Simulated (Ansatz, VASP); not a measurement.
# Two plane-wave programs on ZnCu

```
Zn Cu
1.0
     2.98375    0.00000    0.00000
     0.00000    2.98375    0.00000
     0.00000    0.00000    2.98375
Zn Cu
1 1
Direct
  0.50000 0.50000 0.50000
  0.00000 0.00000 0.00000
```

Change from the starting cell: volume scaled by 1.04.

Alike in both runs: task single point; functional PBE; k mesh 9 × 9 × 9; occupations fermi-dirac, width 0.05 eV; no spin polarisation.

|  | VASP | Ansatz |
| --- | --- | --- |
| version | VASP 6.6.1 | Ansatz 0.2.0 |
| potentials or method | VASP PAW PBE potentials, release 64 (Zn, Cu) | Ansatz PAW |
| plane-wave cutoff (eV) | 520 | 420 |
| valence electrons in the cell | 23 | 31 |

Ansatz gave:

| Item | Value |
| --- | --- |
| gap on the k mesh at the Fermi level (eV) | none |
| pressure (GPa) | -1.9 |

Question: Estimate VASP's values.

Answer: gap on the k mesh at the Fermi level (eV): none; pressure (GPa): -1.4.

A gap of «none» marks a metal or a gap that the smearing closes. The two sets of potentials don't hold the same shells in valence.
